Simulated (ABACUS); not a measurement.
Ni:

```
Ni
1.0
     2.44802    0.00000    0.00000
    -1.22401    2.12005    0.00000
     0.00000    0.00000    4.07281
Ni
2
Cartesian
  1.2240 0.7067 3.0546
  0.0000 1.4134 1.0182
```

This isn't the form of Ni at room conditions, which is fcc.

| Quantity | Value |
| --- | --- |
| Program | ABACUS 3.10.1 |
| Task | relaxation of cell and atoms |
| Functional | LDA |
| Potentials or basis | SG15 ONCV 1.2 PBE |
| Cutoff | 1333 eV |
| Density cutoff | 5333 eV |
| Basis | plane waves |
| k mesh | 8 × 8 × 5 |
| Occupations | fermi-dirac, width 0.05 eV |
| Spin | collinear spin, ferromagnetic start |
| Starting moments | [1.0, 1.0] μB |

At the start: pressure -15.4 GPa; volume 10.57 Å³/atom.

Problem. How do energy, volume and symmetry change on relaxing?

Solution. Over 4 steps the energy falls by 35.1 meV/atom and the volume is 9.88 Å³/atom (-6.5 %); space group P6_3/mmc (No. 194, to 0.05 Å); moment 1.29 μB per cell.

The path:
```csv
step,energy change (eV),largest force (eV/Å),pressure (GPa),volume (Å³)
1,0.0000,0.0000,-15.36,21.14
2,0.0733,0.0000,29.76,18.09
3,-0.0702,0.0000,-0.54,19.80
4,-0.0702,0.0000,0.07,19.76
```

Final structure:
```
CELL_PARAMETERS angstrom
2.39375 0.00000 0.00000
-1.19688 2.07305 0.00000
0.00000 0.00000 3.98252
ATOMIC_POSITIONS crystal
Ni 0.66667 0.33333 0.75000
Ni 0.33333 0.66667 0.25000
```

Caveat: the k mesh is coarse (spacing up to 0.37 Å⁻¹), so the values aren't converged; the shape was held while the volume relaxed; the potentials were made for another functional, which shifts forces and pressure.
